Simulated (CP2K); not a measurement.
Here is a CP2K 2026.2 calculation.

au_charges.inp

```
&GLOBAL
  PROJECT au_charges
  RUN_TYPE ENERGY_FORCE
  PRINT_LEVEL LOW
&END GLOBAL
&FORCE_EVAL
  METHOD QS
  STRESS_TENSOR ANALYTICAL
  &DFT
    BASIS_SET_FILE_NAME BASIS_MOLOPT_UZH
    POTENTIAL_FILE_NAME POTENTIAL_UZH
    &MGRID
      CUTOFF 700
      REL_CUTOFF 60
      NGRIDS 5
    &END MGRID
    &QS
      METHOD GPW
      EPS_DEFAULT 1.0E-9
    &END QS
    &KPOINTS
      SCHEME MONKHORST-PACK 11 11 11
      GAMMA_CENTERED T
      SYMMETRY T
      SYMMETRY_BACKEND SPGLIB
    &END KPOINTS
    &SCF
      SCF_GUESS ATOMIC
      EPS_SCF 1.0E-6
      MAX_SCF 100
      ADDED_MOS 11
      CHOLESKY OFF
      EPS_EIGVAL 1.0E-7
      &DIAGONALIZATION ON
        ALGORITHM STANDARD
      &END DIAGONALIZATION
      &MIXING ON
        METHOD BROYDEN_MIXING
        ALPHA 0.4
        BETA 1.5
        NBUFFER 8
      &END MIXING
      &SMEAR ON
        METHOD FERMI_DIRAC
        ELECTRONIC_TEMPERATURE [K] 580.226
      &END SMEAR
    &END SCF
    &XC
      &XC_FUNCTIONAL
        &LDA_X
        &END LDA_X
        &LDA_C_PW
        &END LDA_C_PW
      &END XC_FUNCTIONAL
    &END XC
    &PRINT
      &KPOINTS ON
      &END KPOINTS
      &MULLIKEN ON
      &END MULLIKEN
      &MO ON
        ENERGIES T
        OCCUPATION_NUMBERS T
        &EACH
          QS_SCF 0
        &END EACH
        ADD_LAST NUMERIC
      &END MO
      &LOWDIN ON
      &END LOWDIN
      &HIRSHFELD ON
        SHAPE_FUNCTION DENSITY
      &END HIRSHFELD
      &VORONOI ON
        VORONOI_RADII UNITY
      &END VORONOI
      &E_DENSITY_CUBE ON
        STRIDE 2
      &END E_DENSITY_CUBE
      &V_HARTREE_CUBE ON
        STRIDE 2
      &END V_HARTREE_CUBE
      &ELF_CUBE ON
        STRIDE 2
      &END ELF_CUBE
    &END PRINT
  &END DFT
  &SUBSYS
    &CELL
      ABC 2.8779245994 2.8779245994 2.8779245994
      ALPHA_BETA_GAMMA 60.0000000001 60.0000000003 60.0000000004
      PERIODIC XYZ
    &END CELL
    &COORD
      Au  0.0000000000 0.0000000000 0.0000000000
    &END COORD
    &KIND Au
      BASIS_SET TZVP-MOLOPT-PBE-GTH-q11
      POTENTIAL GTH-PBE-q11
    &END KIND
    &PRINT
      &ATOMIC_COORDINATES ON
      &END ATOMIC_COORDINATES
      &CELL ON
      &END CELL
    &END PRINT
  &END SUBSYS
  &PRINT
    &FORCES ON
    &END FORCES
    &STRESS_TENSOR ON
    &END STRESS_TENSOR
  &END PRINT
&END FORCE_EVAL
```

Potentials or basis: POTENTIAL_UZH Au GTH-PBE-q11; TZVP-MOLOPT-PBE-GTH basis.

Command:

```sh
$ OMP_NUM_THREADS=1 cp2k.psmp -i au_charges.inp -o au_charges.out
```

**Question.** Predict the band gap on the k mesh.

**Answer.** None (metal or under the smearing width).

**Question.** Predict the pressure.

**Answer.** 6.4 GPa.

Caveat: the potentials were made for another functional, which shifts forces and pressure; the basis of atomic orbitals isn't converged, which shifts pressures, moduli and gaps. The run has no spin-orbit coupling, so splittings on Au are missing.
